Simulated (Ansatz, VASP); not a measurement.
## One calculation of Ti4H, two programs

```
Ti H
1.0
     2.86791    0.00000    0.00000
     0.00000    2.86791    0.00000
     0.00000    0.00000   25.08376
Ti H
4 1
Direct
  0.50000 0.50000 0.33886
  0.00000 0.00000 0.41971
  0.50000 0.50000 0.50225
  0.00000 0.00000 0.58299
  0.00000 0.50000 0.63168
```

Alike in both runs: functional PBEsol; k mesh 10 × 10 × 1; occupations gaussian, width 0.1 eV; no spin polarisation.

Ansatz relaxed the structure, and its values are those at the end. VASP's run is a single point on that final structure, the one shown.

|  | VASP | Ansatz |
| --- | --- | --- |
| version | VASP 6.6.1 | Ansatz 0.2.0 |
| potentials or method | VASP PAW PBE potentials, release 64 (Ti_sv, H) | scalar-relativistic, plane waves, PAW |
| plane-wave cutoff (eV) | 520 | 420 |
| valence electrons in the cell | 49 | 49 |

|  | VASP | Ansatz | Ansatz less VASP |
| --- | --- | --- | --- |
| gap on the k mesh at the Fermi level (eV) | none | none | - |
| rms of the force components (eV/Å) | 0.240 | 0.238 | -0.0019 |
| work function, face that differs most (eV) | 4.15 | 4.15 | 0.000 |

A gap of «none» marks a metal or a gap that the smearing closes. The functional is the same, so the differences come from potentials, cutoffs and numerics. Ansatz warned: «xc_potential_rough_in_thin_density».

Caveats: the PAW data sets were made with another functional, which shifts forces and pressure a little (VASP).
